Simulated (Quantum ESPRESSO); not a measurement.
# Sn in Quantum ESPRESSO: the effect of target pressure

Sn:

```
CELL_PARAMETERS angstrom
-1.89465 1.89465 1.89465
1.89465 -1.89465 1.89465
1.89465 1.89465 -1.89465
ATOMIC_POSITIONS crystal
Sn 0.00000 0.00000 0.00000
```

This isn't the form of Sn at room conditions, which is tetragonal (white tin).

Alike in all runs:

```yaml
Program: Quantum ESPRESSO 7.5
Task: phonons
Functional: PBEsol
Potentials_or_basis: GBRV 1.5 PBEsol
Cutoff: 925 eV
Density_cutoff: 7401 eV
k_mesh: 10 × 10 × 10
Occupations: cold, width 0.2 eV
Spin: no spin polarisation
```

Each run relaxes the cell or the atoms first.

```tsv
target pressure	relaxed volume (Å³/atom)	highest phonon frequency (cm⁻¹)
-3 GPa	?	?
0 GPa	25.75	111
3 GPa	24.51	121
8 GPa	23.09	136
15 GPa	21.71	152
```

Task: What does the run with target pressure -3 GPa give?

Result: Relaxed volume 27.60 Å³/atom; highest phonon frequency 96 cm⁻¹.

Worked out: In Murnaghan's law V^(-B') rises as a straight line in P. The other rows fit best with B' = 5.4, V0 = 25.75 Å³/atom and B0 = 54 GPa, which gives 27.52 Å³/atom at -3 GPa, against the run's 27.60. A parabola through the other rows of the highest phonon frequency, of slope 3.89 cm⁻¹ per GPa there, extrapolates to 100 cm⁻¹, against the run's 96.

Caveats: the cell is more than 3 GPa from zero pressure, which shifts response properties (some runs); the volume moved by over 15 % at a fixed basis, so the end points are rough (some runs).
